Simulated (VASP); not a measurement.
Wanted: the native input for a VASP 6.6.1 run.

```
Task                   : relaxation of the atoms
Functional             : PBE
Potentials or basis    : VASP PAW PBE potentials, release 64 (W_sv)
Cutoff                 : 520 eV
k mesh                 : 14 × 14 × 1
Occupations            : methfessel-paxton, width 0.2 eV
Spin                   : no spin polarisation
Further INCAR settings : ALGO = Normal; EDIFF = 1e-06; IBRION = 2; EDIFFG = -0.005; NSW = 60
```

The structure of W lies in POSCAR:

```
W
1.0
    3.1840000000      0.0000000000      0.0000000000
    0.0000000000      3.1840000000      0.0000000000
    0.0000000000      0.0000000000     29.3280000000
W
10
Direct
    0.0000000000      0.5000000000      0.2557283142
    0.5000000000      0.0000000000      0.3100109111
    0.0000000000      0.5000000000      0.3642935079
    0.5000000000      0.0000000000      0.4185761047
    0.0000000000      0.5000000000      0.4728587016
    0.5000000000      0.0000000000      0.5271412984
    0.0000000000      0.5000000000      0.5814238953
    0.5000000000      0.0000000000      0.6357064921
    0.0000000000      0.5000000000      0.6899890889
    0.5000000000      0.0000000000      0.7442716858
```

The cell was built by a generator and needn't be a form met in nature.

These files were run (other wordings do the same):

INCAR

```
ALGO = Normal ; EDIFF = 1E-6
EDIFFG = -0.005 ; ENCUT = 520
GGA = PE ; IBRION = 2
ISIF = 2 ; ISMEAR = 1
KPAR = 8 ; LASPH = T
LCHARG = F ; LREAL = F
LWAVE = F ; NELM = 100
NSW = 60 ; PREC = Accurate
SIGMA = 0.2
```

KPOINTS

```
k-points
0
Gamma
  14 14 1
```

Potentials or basis: VASP PAW PBE potentials, release 64 (W_sv).

Command:

```console
$ cat potpaw_PBE.64/W_sv/POTCAR > POTCAR
$ mpirun -np 8 vasp_std > vasp.out
```

It gave:

* Energy gained by relaxing: 33.9 meV/atom
* Ionic steps: 19
* Largest force after relaxing: 0.004 eV/Å
* Band gap on the k mesh: none (metal or under the smearing width)

Run time: 17 min on 8 MPI ranks on Intel(R) Xeon(R) 6975P-C (Granite Rapids), on a shared host, peak memory 0.77 GiB a rank.
